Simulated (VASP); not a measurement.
# Re (P6_3/mmc) in VASP: notebook

Runs on Re. Level: PBE. Tasks: optical spectrum.

All numbers are computed with VASP 6.6.1; they aren't measurements. Logs are shortened: lines on timing, memory, paths and dates and some standing lists are left out, and cuts for length are marked.

## (1) Starting point

The structure is hexagonal, space group P6_3/mmc (No. 194). Conventional cell: a = 2.773 Å, b = 2.773 Å, c = 4.484 Å, α = 90.00°, β = 90.00°, γ = 120.00°. Re (site symmetry -6m2) has 12 Re at 2.76 to 2.77 Å as nearest neighbours.

The cell was built by a generator and needn't be a form met in nature.

## (2) Optical spectrum, PBE, non-collinear spin, zero start, spin-orbit coupling

INCAR reads:

```
PREC = Accurate ; ENCUT = 520
EDIFF = 1E-7 ; ISMEAR = 1
SIGMA = 0.1 ; LREAL = False
LASPH = True ; NELM = 80
ALGO = Normal ; ISIF = 2
LWAVE = False ; LCHARG = False
MAGMOM = 0 0 0 0 0 0 ; LORBIT = 11
LSORBIT = True ; GGA_COMPAT = False
LMAXMIX = 4 ; GGA = PE
LOPTICS = True ; NEDOS = 2000
CSHIFT = 0.1
```

KPOINTS reads:

```
Automatic mesh
0
Gamma
  12 12 8
```

POSCAR reads:

```
Re                                      
1.0
    2.7728669182      0.0000000000     -0.0000000000
   -1.3864334591      2.4013731925      0.0000000000
    0.0000000000      0.0000000000      4.4844596599
  Re            
     2
Direct
     0.3333333332999970    0.6666666667000030    0.2500000000000000
     0.6666666667000030    0.3333333332999970    0.7500000000000000
```

Potentials or basis: VASP PAW PBE potentials, release 64 (Re).

Started as:

```console
cat potpaw_PBE.64/Re/POTCAR > POTCAR
mpirun -np 1 vasp_ncl > vasp.out
```

OUTCAR:

```text
PREC = Accurate
   ENCUT = 520
   EDIFF = 1E-7
   ISMEAR = 1
   LREAL = False
   LASPH = True
   NELM = 80
   ISIF = 2
   LORBIT = 11
   LSORBIT = True
   GGA = PE

 ion  position               nearest neighbor table
   1  0.333  0.667  0.250-   2 2.76   2 2.76   2 2.76   2 2.76   2 2.76   2 2.76
   2  0.667  0.333  0.750-   1 2.76   1 2.76   1 2.76   1 2.76   1 2.76   1 2.76

  LATTYP: Found a hexagonal cell.
 ALAT       =     2.7728669182
 C/A-ratio  =     1.6172646550

  Lattice vectors:

 A1 = (   2.7728669182,   0.0000000000,   0.0000000000)
 A2 = (  -1.3864334591,   2.4013731925,   0.0000000000)
 A3 = (   0.0000000000,   0.0000000000,   4.4844596599)

Analysis of symmetry for initial positions (statically):
=====================================================================
 Subroutine PRICEL returns:
 Original cell was already a primitive cell.

 Routine SETGRP: Setting up the symmetry group for a
 hexagonal supercell.

 Subroutine GETGRP returns: Found 24 space group operations
 (whereof 12 operations were pure point group operations)
 out of a pool of 24 trial point group operations.

The static configuration has the point symmetry D_3d.
 The point group associated with its full space group is D_6h.

Analysis of symmetry for dynamics (positions and initial velocities):
=====================================================================
 Subroutine PRICEL returns:
 Original cell was already a primitive cell.

 Routine SETGRP: Setting up the symmetry group for a
 hexagonal supercell.

 Subroutine GETGRP returns: Found 24 space group operations
 (whereof 12 operations were pure point group operations)
 out of a pool of 24 trial point group operations.

The dynamic configuration has the point symmetry D_3d.
 The point group associated with its full space group is D_6h.

Analysis of structural, dynamic, and magnetic symmetry:
=====================================================================
 Subroutine PRICEL returns:
 Original cell was already a primitive cell.

 Routine SETGRP: Setting up the symmetry group for a
 hexagonal supercell.

 Subroutine GETGRP returns: Found 24 space group operations
 (whereof 12 operations were pure point group operations)
 out of a pool of 24 trial point group operations.

The overall configuration has the point symmetry D_3d.
 The point group associated with its full space group is D_6h.

 Subroutine INISYM returns: Found 24 space group operations
 (whereof 12 operations are pure point group operations),
 and found     1 'primitive' translations

----------------------------------------------------------------------------------------

                                     Primitive cell

  volume of cell :      29.8606

  direct lattice vectors                    reciprocal lattice vectors
     2.772866918  0.000000000  0.000000000     0.360637575  0.208214201  0.000000000
    -1.386433459  2.401373192  0.000000000     0.000000000  0.416428402  0.000000000
     0.000000000  0.000000000  4.484459660     0.000000000  0.000000000  0.222992306

  length of vectors
     2.772866918  2.772866918  4.484459660     0.416428402  0.416428402  0.222992306

  position of ions in fractional coordinates (direct lattice)
[... 765 lines left out ...]
      1.38643      0.80046      3.36334         0.000000     -0.000000     -0.000000
 -----------------------------------------------------------------------------------
    total drift:                               -0.000000     -0.000000     -0.000000

  FREE ENERGIE OF THE ION-ELECTRON SYSTEM (eV)
  ---------------------------------------------------
  free  energy   TOTEN  =       -25.5310699924 eV

  energy  without entropy=      -25.5316922582  energy(sigma->0) =      -25.53127741

 electrical conductivity sigma (Mega S m-1) (frequency dependency in vasprun.xml)
  --------------------------------------------------------------------------------------
       0.035       0.000       0.000
       0.000       0.035       0.000
       0.000       0.000       0.033

  frequency dependent IMAGINARY DIELECTRIC FUNCTION (independent particle, no local field effects) density-density
     E(ev)      X         Y         Z        XY        YZ        ZX
  --------------------------------------------------------------------------------------------------------------
     0.00000     0.00000     0.00000     0.00000     0.00000     0.00000     0.00000
     0.22743     9.61503     9.61503   538.68467     0.00000     0.00000    -0.00000
     0.45486    50.90991    50.90991   226.21469    -0.00000     0.00000    -0.00000
     0.68230    45.69713    45.69713    80.05442     0.00000    -0.00000     0.00000
     0.90973    23.61171    23.61171    37.26145     0.00000    -0.00000     0.00000
     1.13716    31.45343    31.45343    33.27689    -0.00000     0.00000     0.00000
[... 92 lines left out ...]
    22.28835     0.00680     0.00680     0.00628     0.00000    -0.00000     0.00000
    22.51578     0.00658     0.00658     0.00608     0.00000    -0.00000     0.00000

  frequency dependent      REAL DIELECTRIC FUNCTION (independent particle, no local field effects) density-density
     E(ev)        X           Y           Z          XY          YZ          ZX
  --------------------------------------------------------------------------------------------------------------
     0.00000    69.00399    69.00399   727.82488     0.00000     0.00000    -0.00000
     0.22743    77.26937    77.26937   205.81929    -0.00000     0.00000    -0.00000
     0.45486    73.60076    73.60076   -94.61344     0.00000     0.00000     0.00000
     0.68230    19.21877    19.21877   -72.34937     0.00000    -0.00000     0.00000
     0.90973    26.07167    26.07167   -29.97433    -0.00000     0.00000     0.00000
     1.13716    31.23318    31.23318   -10.19737    -0.00000     0.00000     0.00000
[... 92 lines left out ...]
    22.28835     0.28946     0.28946     0.33250    -0.00000    -0.00000    -0.00000
    22.51578     0.30468     0.30468     0.34655    -0.00000    -0.00000    -0.00000

  frequency dependent IMAGINARY DIELECTRIC FUNCTION (independent particle, no local field effects) current-current
     E(ev)      X         Y         Z        XY        YZ        ZX
  --------------------------------------------------------------------------------------------------------------
     0.00000  1160.52957  1160.52957 10992.02072    -0.00000     0.00000    -0.00000
     0.22743    74.70947    74.70947   603.51949    -0.00000     0.00000    -0.00000
     0.45486    81.72304    81.72304   175.06885     0.00000    -0.00000    -0.00000
     0.68230    49.68129    49.68129    57.47305    -0.00000     0.00000    -0.00000
     0.90973    28.96826    28.96826    30.16250    -0.00000    -0.00000    -0.00000
     1.13716    36.67845    36.67845    30.96322    -0.00000    -0.00000    -0.00000
[... 92 lines left out ...]
    22.28835     0.00043     0.00043     0.00029    -0.00000     0.00000    -0.00000
    22.51578     0.00040     0.00040     0.00028    -0.00000     0.00000    -0.00000

  frequency dependent      REAL DIELECTRIC FUNCTION (independent particle, no local field effects) current-current
     E(ev)        X           Y           Z          XY          YZ          ZX
  --------------------------------------------------------------------------------------------------------------
     0.00000    63.01486    63.01486     1.31196    -0.00000     0.00000    -0.00000
     0.22743    68.47564    68.47564  -195.91060    -0.00000    -0.00000     0.00000
     0.45486    50.99099    50.99099  -155.58451    -0.00000     0.00000    -0.00000
     0.68230     7.21260     7.21260   -79.51605    -0.00000    -0.00000     0.00000
     0.90973    21.47952    21.47952   -29.57880    -0.00000    -0.00000     0.00000
     1.13716    26.00691    26.00691   -10.84713    -0.00000    -0.00000     0.00000
[... 92 lines left out ...]
    22.28835     0.29080     0.29080     0.34572     0.00000     0.00000    -0.00000
    22.51578     0.30599     0.30599     0.35952     0.00000     0.00000    -0.00000

 Spin-Orbit-Coupling matrix elements

 Ion:    1  E_soc:     -0.6782271
 l=   1
     0.0000000    -0.0418982    -0.0414178
    -0.0418982     0.0000000    -0.0418982
    -0.0414178    -0.0418982     0.0000000
 l=   2
     0.0000000    -0.0136651     0.0000000    -0.0136651    -0.0578112
    -0.0136651     0.0000000    -0.0436736    -0.0140806    -0.0136651
     0.0000000    -0.0436736     0.0000000    -0.0436736     0.0000000
    -0.0136651    -0.0140806    -0.0436736     0.0000000    -0.0136651
    -0.0578112    -0.0136651     0.0000000    -0.0136651     0.0000000
 l=   3
     0.0000000     0.0000000     0.0000000     0.0000000     0.0000000     0.0000000     0.0000000
     0.0000000     0.0000000     0.0000000     0.0000000     0.0000000     0.0000000     0.0000000
     0.0000000     0.0000000     0.0000000     0.0000000     0.0000000     0.0000000     0.0000000
     0.0000000     0.0000000     0.0000000     0.0000000     0.0000000     0.0000000     0.0000000
     0.0000000     0.0000000     0.0000000     0.0000000     0.0000000     0.0000000     0.0000000
     0.0000000     0.0000000     0.0000000     0.0000000     0.0000000     0.0000000     0.0000000
     0.0000000     0.0000000     0.0000000     0.0000000     0.0000000     0.0000000     0.0000000

 Ion:    2  E_soc:     -0.6782271
 l=   1
     0.0000000    -0.0418982    -0.0414178
    -0.0418982     0.0000000    -0.0418982
    -0.0414178    -0.0418982     0.0000000
 l=   2
     0.0000000    -0.0136651     0.0000000    -0.0136651    -0.0578112
    -0.0136651     0.0000000    -0.0436736    -0.0140806    -0.0136651
     0.0000000    -0.0436736     0.0000000    -0.0436736     0.0000000
    -0.0136651    -0.0140806    -0.0436736     0.0000000    -0.0136651
    -0.0578112    -0.0136651     0.0000000    -0.0136651     0.0000000
 l=   3
     0.0000000     0.0000000     0.0000000     0.0000000     0.0000000     0.0000000     0.0000000
     0.0000000     0.0000000     0.0000000     0.0000000     0.0000000     0.0000000     0.0000000
     0.0000000     0.0000000     0.0000000     0.0000000     0.0000000     0.0000000     0.0000000
     0.0000000     0.0000000     0.0000000     0.0000000     0.0000000     0.0000000     0.0000000
     0.0000000     0.0000000     0.0000000     0.0000000     0.0000000     0.0000000     0.0000000
     0.0000000     0.0000000     0.0000000     0.0000000     0.0000000     0.0000000     0.0000000
     0.0000000     0.0000000     0.0000000     0.0000000     0.0000000     0.0000000     0.0000000

 total charge

# of ion       s       p       d       tot
------------------------------------------
    1        0.619   0.677   4.790   6.085
    2        0.619   0.677   4.790   6.085
--------------------------------------------------
tot          1.237   1.353   9.579  12.170

 magnetization (x)

# of ion       s       p       d       tot
------------------------------------------
    1       -0.000   0.000  -0.000  -0.000
    2       -0.000   0.000   0.000   0.000
--------------------------------------------------
tot         -0.000   0.000   0.000  -0.000

 magnetization (y)

# of ion       s       p       d       tot
------------------------------------------
    1        0.000  -0.000   0.000   0.000
    2        0.000  -0.000  -0.000  -0.000
--------------------------------------------------
tot          0.000  -0.000   0.000  -0.000

 magnetization (z)

# of ion       s       p       d       tot
------------------------------------------
    1        0.000   0.000   0.000   0.000
    2        0.000   0.000   0.000   0.000
--------------------------------------------------
tot          0.000   0.000   0.000   0.000
```

Run time: 6.8 min. Hardware: 1 thread of Intel Xeon Platinum 8488C (Sapphire Rapids), shared host; peak memory 0.4 GiB.

What came out:

| Quantity | Value |
| --- | --- |
| Free energy | -25.5311 eV |
| Pressure | 0.6 GPa |
| Net moment | 0.00 μB per cell |
| Valence electrons inside the program's atomic spheres | Re 6.08 |

Dielectric function (mean over the directions given):
```
energy (eV)  real part  imaginary part
       0.27      77.87          175.35
       0.91       7.39           28.16
       1.55       7.77           24.00
       2.27      11.00           30.16
       2.91       6.36           29.70
       3.64       1.02           20.35
       4.28      -2.75           25.24
       5.00      -9.22           16.14
       5.64     -10.53           12.01
       6.37      -9.04            7.81
       7.00      -8.18            5.20
       7.64      -6.49            3.07
       8.37      -4.50            2.02
       9.01      -4.16            1.83
       9.73      -3.61            1.13
      10.37      -3.03            0.93
      11.10      -2.72            0.76
      11.74      -2.30            0.27
      12.46      -1.75            0.12
      13.10      -1.39            0.06
      13.74      -1.09            0.04
      14.46      -0.83            0.03
      15.10      -0.65            0.03
      15.83      -0.48            0.02
      16.47      -0.35            0.02
      17.19      -0.22            0.02
      17.83      -0.13            0.01
      18.56      -0.03            0.01
      19.20       0.04            0.01
      19.92       0.11            0.01
```

Moments on the atoms (μB; x, y, z):
```
Re  0.00 0.00 0.00
Re  0.00 0.00 0.00
```

Caveat: spectra need much finer meshes, so this one isn't converged; independent-particle spectra lack excitons.

(Part 1 of 2 ends here.)
